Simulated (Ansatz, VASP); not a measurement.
**WC (Qusongite): VASP beside Ansatz**

```
CELL_PARAMETERS angstrom
2.90650 0.00000 0.00000
-1.45325 2.51710 0.00000
0.00000 0.00000 2.83660
ATOMIC_POSITIONS crystal
W 0.00000 0.00000 0.00000
C 0.66667 0.33333 0.50000
```

Alike in both runs: task single point; functional PBE; k mesh 10 × 10 × 9; occupations gaussian, width 0.011 eV; no spin polarisation.

|  | VASP | Ansatz |
| --- | --- | --- |
| version | VASP 6.6.1 | Ansatz 0.2.0 |
| potentials or method | VASP PAW PBE potentials, release 64 (W_sv, C) | Ansatz PAW |
| plane-wave cutoff (eV) | 520 | 420 |
| valence electrons in the cell | 18 | 18 |

VASP gave:

* gap on the k mesh at the Fermi level (eV): none
* pressure (GPa): 6.7
* largest component of the traceless stress (GPa): 0.44

Problem. What did Ansatz give for the same quantities?

Solution. gap on the k mesh at the Fermi level (eV): none; pressure (GPa): 5.6; largest component of the traceless stress (GPa): 0.60.

A gap of «none» marks a metal or a gap that the smearing closes. With one functional, cell and mesh, what is left measures potentials, basis and numerics.

Caveats: the pressure holds a Pulay correction of +0.3 GPa for the finite cutoff (Ansatz). Spin-orbit coupling is left out, which matters for the levels of W.
